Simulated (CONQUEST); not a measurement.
## Te2Mo under changes of volume

One of the cells (24.965 Å³/atom); the others are scaled copies at fixed shape and fractional positions:

```xyz
12
Lattice="3.5182 0.0000 0.0000 0.0000 6.0937 0.0000 0.0000 0.0000 13.9736" Properties=species:S:1:pos:R:3 pbc="T T T"
Te    0.0000    2.0312    8.6776
Te    1.7591    5.0781    8.6776
Te    0.0000    4.0625    1.6908
Te    1.7591    1.0156    1.6908
Te    0.0000    2.0312   12.2828
Te    1.7591    5.0781   12.2828
Te    0.0000    4.0625    5.2960
Te    1.7591    1.0156    5.2960
Mo    0.0000    2.0312    3.4934
Mo    1.7591    5.0781    3.4934
Mo    0.0000    4.0625   10.4802
Mo    1.7591    1.0156   10.4802
```

| Quantity | Value |
| --- | --- |
| Program | CONQUEST 1.3 |
| Functional | PBE |
| Potentials or basis | PseudoDojo NC PBE, DZP, grid of 36 × 60 × 144 points |
| k mesh | 8 × 5 × 2 |
| Occupations | fermi-dirac, width 0.05 eV |
| Spin | no spin polarisation |

```tsv
volume (Å³/atom)	energy over the lowest point (meV/atom)	pressure (GPa)	gap on the mesh (eV)	largest force (eV/Å)
23.467	?	?	?	?
23.966	74.13	11.0	0.69	1.246
24.466	44.37	8.1	0.71	0.889
24.965	22.81	5.7	0.72	0.573
25.464	8.76	3.4	0.73	0.290
25.963	1.39	1.3	0.73	0.013
26.463	0.00	-0.4	0.74	0.249
```

Problem. What does the run at 23.467 Å³/atom give?

Solution. Energy over the lowest point 113.38 meV/atom; pressure 14.2 GPa; gap on the mesh 0.68 eV; largest force 1.635 eV/Å.

Worked out: A Birch-Murnaghan fit of order 3 (a polynomial in V^(-2/3)) to the other rows has its minimum at 26.33 Å³/atom with B0 = V·E''(V) = 95 GPa and B' = 4.4 at fixed shape and positions, which overstates the stiffness. It gives 113.04 meV/atom at 23.467 Å³/atom, against the run's 113.38, and -dE/dV = 14.1 GPa, against 14.2. A straight line through the other rows of the gap, of slope 0.463 eV per unit of ln V, extrapolates to 0.69 eV, against the run's 0.68.

Energies are extrapolated to zero smearing.

Caveats: spin-orbit coupling is left out, which moves the levels of the heavy elements; an odd mesh through Γ misses points on the zone boundary, where band edges often lie; this functional lacks dispersion, which binds the layers, so the pressure and a relaxed spacing across them are unreliable; the basis of atomic orbitals isn't converged, which shifts pressures, moduli and gaps; forces of over 1 eV/Å show positions far from the minimum, so gaps and moduli don't describe the material at rest (some runs).
